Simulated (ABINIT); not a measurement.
The system is MgB2.

```
Mg B
1.0
     3.08500    0.00000    0.00000
    -1.54250    2.67169    0.00000
     0.00000    0.00000    3.52300
Mg B
1 2
Direct
  0.00000 0.00000 0.00000
  0.66667 0.33333 0.50000
  0.33333 0.66667 0.50000
```

Base run:

```yaml
Program: ABINIT 10.8.3 (patched build)
Functional: PBE
Potentials_or_basis: SG15 NC PBE v1.2
Cutoff: 1143 eV
k_mesh: 10 × 10 × 8
Occupations: fermi-dirac, width 0.05 eV
Spin: no spin polarisation
```

Its results: band gap on the k mesh none (metal or under the smearing width); pressure -1.7 GPa.

Q: The run is repeated on the same cell with these changes: potentials or basis from SG15 NC PBE v1.2 to PseudoDojo NC SR PBE v0.5 stringent. What comes out?

A: Band gap on the k mesh none (metal or under the smearing width); pressure -0.9 GPa.
